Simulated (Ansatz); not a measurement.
# AgCl: the cost of one run

Program: Ansatz 0.2.0. Level of theory: DFT PBEsol, scalar-relativistic, plane waves, PAW. These are calculated values, not measurements.

## Step 1: The system as given

Symmetry: Pm-3m, No. 221, cubic system. Conventional cell: a = 3.434 Å, b = 3.434 Å, c = 3.434 Å, α = 90.00°, β = 90.00°, γ = 90.00°. Ag (site symmetry m-3m) is surrounded by 8 Cl at 2.97 Å. Cl (site symmetry m-3m) is surrounded by 8 Ag at 2.97 Å.

Structure file:

```
Ag Cl
1.0
     3.43397    0.00000    0.00000
     0.00000    3.43397    0.00000
     0.00000    0.00000    3.43397
Ag Cl
1 1
Direct
  0.00000 0.00000 0.00000
  0.50000 0.50000 0.50000
```

The structure comes from the Materials Project (structure only).

## Step 2: A random distortion, cell strained

Against the listed cell: strain xx, yy, zz, yz, xz, xy = -3.4, -1.7, -3.0, -0.5, +0.0, -0.3 %; atoms moved by 0.25 Å root mean square, at most 0.25 Å.

input.yaml

```yaml
crystal:
  lattice:
    - [3.3185228277, -0.0119158863, -0.0011332111]
    - [-0.0119158863, 3.3769690482, -0.0156589169]
    - [-0.0011332111, -0.0156589169, 3.3323960787]
  atoms:
    - { symbol: Ag, position: [-0.045635187, -0.0182383496, 0.0537132936] }
    - { symbol: Cl, position: [0.545635187, 0.5182383496, 0.4462867064] }
basis:
  ecutwfc: 420
kpoints:
  mp_grid: { grid: [10, 10, 10] }
hamiltonian:
  xc: pbesol
scf:
  occupations: { method: gaussian, width: 0.05 }
output:
  forces: true
  stress: true
  eigenvalues: true
  populations: true
```

On the command line:

```console
$ ansatz run input.yaml --threads 1 --pin off --max-ram 1331MiB --backend cpu --events-out ev --progress --plain --runs-dir out
```

What time and memory should one allow on 1 thread of an x86-64 CPU, shared host?

About 57 s, with a peak of 0.59 GiB.
